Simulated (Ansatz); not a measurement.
**Strain and the gap of BaTe (rocksalt)**

BaTe (rocksalt), relaxed with r2SCAN in Ansatz. It is cubic, Fm-3m (No. 225); a = 7.065 Å in the conventional setting, 44.08 Å³ an atom. Ba has 6 Te at 3.53 Å; Te has 6 Ba at 3.53 Å.

The axes x, y and z are those of this cell:
```
Ba Te
1.0
     0.00000    3.53239    3.53239
     3.53239    0.00000    3.53239
     3.53239    3.53239    0.00000
Ba Te
1 1
Direct
  0.00000 0.00000 0.00000
  0.50000 0.50000 0.50000
```

Unstrained: The PBE gap is indirect, 1.655 eV (Γ to X), below the direct gap of 2.009 eV at X. r2SCAN gives an indirect gap of 2.004 eV, from Γ to X; the least direct gap is 2.365 eV at X. With HSE06 the valence top lies at Γ and the conduction bottom at X, 2.347 eV higher; the smallest vertical gap, at X, is 2.752 eV. Meshes: PBE 6×6×6, r2SCAN 6×6×6, HSE06 4×4×4. Strains are changes of length per length. After each strain the atoms were relaxed again with r2SCAN within the symmetry that the strain leaves, so tilts or polar shifts that break it weren't tested; points keep the names that they have in the unstrained zone. The values are computed, spin-unpolarised, and not measurements.

Changes of the least gap in eV (an overlap counts as a negative gap):
```tsv
strain	volume change (%)	space group	PBE	r2SCAN	HSE06	G0W0@PBE (mesh)	energy rise, r2SCAN (meV/atom)
epitaxial +1.0 % in the plane normal to [111], free normal strain -1.01 %	+1.0	R-3m	-0.026	-0.028	-0.028	-0.02	1.3
isotropic +5.0 % on every length	+15.8	Fm-3m	+0.218	+0.214	+0.228	+0.30	81.1
uniaxial +2.0 % along z	+2.0	I4/mmm	+0.024	+0.021	+0.027	+0.03	3.8
epitaxial -2.0 % in the xy plane, free normal strain +0.50 %	-3.5	I4/mmm	-0.090	-0.092	-0.093	-0.12	9.3
epitaxial +2.0 % in the xy plane, free normal strain -0.56 %	+3.5	I4/mmm	+0.027	+0.020	+0.033	+0.04	8.3
```
Unstrained, G0W0@PBE with 367 empty bands, a screening cutoff of 150 eV and a 4×4×4 mesh gives 2.68 eV on its mesh; the band count follows the volume. G0W0 here is at a finite number of bands, screening cutoff and k mesh, not at the basis limit.

Epitaxial +1.0 % in the plane normal to [111], free normal strain -1.01 %. HSE06: the gap goes from 2.347 to 2.319 eV (-0.028 eV); with r2SCAN the top three valence levels at Γ, degenerate before, become 1+2 from the top over 66 meV. Stress change with r2SCAN, compression positive: xx -0.30, yy -0.30, zz -0.30, xy +0.16, xz +0.16, yz +0.16 GPa.

Isotropic +5.0 % on every length. HSE06: the gap goes from 2.347 to 2.575 eV (+0.228 eV). Stress change with r2SCAN, compression positive: xx -3.25, yy -3.25, zz -3.25 GPa. For HSE06, dE_g/d ln V = 1.6 eV over this step.

Uniaxial +2.0 % along z, other directions held. HSE06: the gap goes from 2.347 to 2.374 eV (+0.027 eV); with r2SCAN the top three valence levels at Γ, degenerate before, become 2+1 from the top over 38 meV. Stress change with r2SCAN, compression positive: xx -0.19, yy -0.19, zz -1.27 GPa.

Epitaxial -2.0 % in the xy plane, free normal strain +0.50 %. HSE06: the gap goes from 2.347 to 2.254 eV (-0.093 eV); with r2SCAN the top three valence levels at Γ, degenerate before, become 2+1 from the top over 63 meV. Stress change with r2SCAN, compression positive: xx +1.83, yy +1.83, zz +0.03 GPa.

Epitaxial +2.0 % in the xy plane, free normal strain -0.56 %. HSE06: the gap goes from 2.347 to 2.380 eV (+0.033 eV); with r2SCAN the top three valence levels at Γ, degenerate before, become 1+2 from the top over 50 meV. Stress change with r2SCAN, compression positive: xx -1.38, yy -1.38, zz +0.03 GPa.

Spin-orbit coupling is left out, which matters wherever the heavy atoms make up the band edges.

The meshes of the hybrids are coarse, so their gaps aren't converged to the digits shown.

The splittings at Γ are without spin-orbit coupling, which regroups them where it is of like size or larger.
